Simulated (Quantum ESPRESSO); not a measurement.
Crystal: WS2.

```
W S
1.0
     1.57900    0.91164    6.16333
    -1.57900    0.91164    6.16333
     0.00000   -1.82327    6.16333
W S
1 2
Direct
  0.00000 0.00000 0.00000
  0.58100 0.58100 0.58100
  0.75030 0.75030 0.75030
```

Measurements of this composition are mostly on another form, of space group No. 194.

Base run:

- Program: Quantum ESPRESSO 7.5
- Functional: LDA
- Potentials or basis: GBRV 1.5 LDA
- Cutoff: 762 eV
- Density cutoff: 6095 eV
- k mesh: 10 × 10 × 10
- Occupations: fermi-dirac, width 0.05 eV
- Spin: no spin polarisation

Its results: band gap on the k mesh 0.99 eV, indirect (least direct gap 2.22 eV); pressure -3.3 GPa; largest force 0.589 eV/Å.

Problem. The run is repeated on the same cell with these changes: functional from LDA to PBEsol; potentials or basis from GBRV 1.5 LDA to GBRV 1.5 PBEsol. What comes out?

Solution. Band gap on the k mesh 1.02 eV, indirect (least direct gap 2.23 eV); pressure -0.4 GPa; largest force 0.603 eV/Å.

Caveats: spin-orbit coupling is left out, which moves the levels of the heavy elements.

A k mesh can miss the band edges.
